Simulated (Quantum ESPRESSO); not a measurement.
Input of a Quantum ESPRESSO 7.5 run:

pw.in

```
&CONTROL
  calculation = 'scf'
  prefix = 'pwscf'
  outdir = './tmp'
  pseudo_dir = './pseudo'
  tprnfor = .true.
  tstress = .true.
  disk_io = 'low'
/
&SYSTEM
  ibrav = 0
  nat = 1
  ntyp = 1
  ecutwfc = 70
  nbnd = 7
  occupations = 'smearing'
  smearing = 'mv'
  degauss = 0.01469973
/
&ELECTRONS
  conv_thr = 2d-10
  electron_maxstep = 120
  mixing_beta = 0.5
/
ATOMIC_SPECIES
As    74.9216 As_ONCV_PBE-1.2.upf
CELL_PARAMETERS bohr
   5.1092180251    0.0000000000    0.0000000000
   0.0000000000    5.1092180251    0.0000000000
   0.0000000000    0.0000000000    5.1092180251
ATOMIC_POSITIONS bohr
As     2.5546090125    2.5546090125    2.5546090125
K_POINTS automatic
10 10 10 0 0 0
```

The input scf2.in:

```
&CONTROL
  calculation = 'scf'
  prefix = 'pwscf'
  outdir = './tmp'
  pseudo_dir = './pseudo'
  tprnfor = .true.
  tstress = .true.
  disk_io = 'low'
/
&SYSTEM
  ibrav = 0
  nat = 1
  ntyp = 1
  ecutwfc = 70
  nbnd = 7
  occupations = 'smearing'
  smearing = 'mv'
  degauss = 0.01469973
/
&ELECTRONS
  conv_thr = 1d-11
  electron_maxstep = 120
  mixing_beta = 0.5
  startingpot = 'file'
  startingwfc = 'file'
/
ATOMIC_SPECIES
As    74.9216 As_ONCV_PBE-1.2.upf
CELL_PARAMETERS bohr
   5.1092180251    0.0000000000    0.0000000000
   0.0000000000    5.1092180251    0.0000000000
   0.0000000000    0.0000000000    5.1092180251
ATOMIC_POSITIONS bohr
As     2.5546090125    2.5546090125    2.5546090125
K_POINTS automatic
10 10 10 0 0 0
```

eels.in

```
&LR_INPUT
  prefix = 'pwscf'
  outdir = './tmp'
  restart_step = 5000
  restart = .false.
/
&LR_CONTROL
  calculator = 'lanczos'
  approximation = 'TDDFT'
  q1 = 0.516365177
  q2 = 0
  q3 = 0
  itermax = 300
/
```

The input spectrum.in:

```
&LR_INPUT
  prefix = 'pwscf'
  outdir = './tmp'
  eels = .true.
  itermax0 = 300
  itermax = 20000
  extrapolation = 'osc'
  epsil = 0.02
  units = 1
  start = 0
  end = 40
  increment = 0.2
/
```

The input spectrum_short.in:

```
&LR_INPUT
  prefix = 'pwscf'
  outdir = './tmp'
  eels = .true.
  itermax0 = 200
  itermax = 20000
  extrapolation = 'osc'
  epsil = 0.02
  units = 1
  start = 0
  end = 40
  increment = 0.2
/
```

Potentials or basis: SG15 PBE 1.2.

Run with:

```console
$ OMP_NUM_THREADS=1 pw.x -in pw.in > pw.out
$ OMP_NUM_THREADS=1 pw.x -in scf2.in > scf2.out
$ OMP_NUM_THREADS=1 turbo_eels.x -in eels.in > eels.out
$ OMP_NUM_THREADS=1 turbo_spectrum.x -in spectrum.in > spectrum.out
$ OMP_NUM_THREADS=1 turbo_spectrum.x -in spectrum_short.in > spectrum_short.out
```

(1) Estimate the peak of the energy-loss function.

(2) Estimate the band gap on the k mesh.

Results:

(1) 26.0 eV.

(2) none (metal or under the smearing width).
